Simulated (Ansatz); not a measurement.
Wanted: the native input for an Ansatz 0.2.0 run.

- Task: single point
- Functional: PBE
- Potentials or basis: all-electron LAPW, scalar-relativistic
- Cutoff: 344 eV (chosen from the basis error)
- Basis error allowed: 0.001 eV/atom
- k mesh: 9 × 9 × 9
- Occupations: gaussian, width 0.021 eV
- Spin: collinear spin, ferromagnetic start
- Starting moments: [4.0, 0.0] μB

Crystal: MnS.

```xyz
2
Lattice="0.0000 2.4735 2.4735 2.4735 0.0000 2.4735 2.4735 2.4735 0.0000" Properties=species:S:1:pos:R:3 pbc="T T T"
Mn    0.0000    0.0000    0.0000
S     3.7102    3.7102    3.7102
```

The cell is a database's computed one.

The input as run:

input.yaml

```yaml
crystal:
  lattice:
    - [0.0, 2.4734634191, 2.4734634191]
    - [2.4734634191, 0.0, 2.4734634191]
    - [2.4734634191, 2.4734634191, 0.0]
  atoms:
    - { symbol: Mn, position: [0.0, 0.0, 0.0], spin: 4.0 }
    - { symbol: S, position: [0.75, 0.75, 0.75] }
kpoints:
  mp_grid: { grid: [9, 9, 9] }
scf:
  occupations: { method: gaussian, width: 0.021 }
hamiltonian:
  xc: pbe
  pseudopotentials: { kind: all_electron, lapw: { basis_error: 0.001 } }
magnetization:
  spin_polarized: true
output:
  forces: true
  stress: true
  eigenvalues: true
```

Potentials or basis: all-electron LAPW, scalar-relativistic.

Launch:

```console
$ ansatz run input.yaml --threads 2 --pin off --max-ram 6144MiB --backend cpu --events-out ev --progress --plain --runs-dir out
```

It gave:

The pressure is 2.9 GPa. The band gap on the k mesh is none (metal or under the smearing width). The net moment is -0.22 μB per cell. The absolute moment is 0.24 μB per cell. The site moments are Mn -0.21; S +0.00 μB.

Caveat: the moment fell far below its start of 4 μB, so a state of higher moment may lie lower in energy; semilocal functionals often make such compounds metallic where correlation or magnetic order opens a gap, which also shifts bond lengths; the starting moments weren't kept.

Wall time 34 s on 2 threads of Arm Neoverse V1 (shared host), peak memory 0.39 GiB.
